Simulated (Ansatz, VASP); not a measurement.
# MgO in VASP and in Ansatz

```
CELL_PARAMETERS angstrom
3.26057 0.00000 0.00000
-1.63028 2.82373 0.00000
0.00000 0.00000 5.15235
ATOMIC_POSITIONS crystal
Mg 0.33333 0.66667 0.01547
Mg 0.66667 0.33333 0.51547
O 0.33333 0.66667 0.40094
O 0.66667 0.33333 0.90094
```

Alike in both runs: task single point; functional PBEsol; k mesh 9 × 9 × 6; occupations gaussian, width 0.05 eV; no spin polarisation.

```csv
,VASP,Ansatz
version,VASP 6.6.1,Ansatz 0.2.0
potentials or method,"VASP PAW PBE potentials, release 64 (Mg, O)","scalar-relativistic, plane waves, PAW"
plane-wave cutoff (eV),520,520
valence electrons in the cell,16,32
```

VASP gave:

```
gap on the k mesh at the Fermi level (eV)       : 3.51
least direct gap on the mesh (eV)               : 3.51
pressure (GPa)                                  : 0.3
largest component of the traceless stress (GPa) : 1.22
rms of the force components (eV/Å)              : 0.019
```

Task: Which values does Ansatz return?

Result: gap on the k mesh at the Fermi level (eV): 3.51; least direct gap on the mesh (eV): 3.51; pressure (GPa): 0.6; largest component of the traceless stress (GPa): 1.22; rms of the force components (eV/Å): 0.020.

Atom by atom the forces differ by 0.001 eV/Å (rms over components). The two sets of potentials don't hold the same shells in valence. Ansatz warned: «pseudo_functional_mismatch».

Caveats: the PAW data sets were made with another functional, which shifts forces and pressure a little (VASP); an odd mesh through Γ misses points on the zone boundary, where band edges often lie.
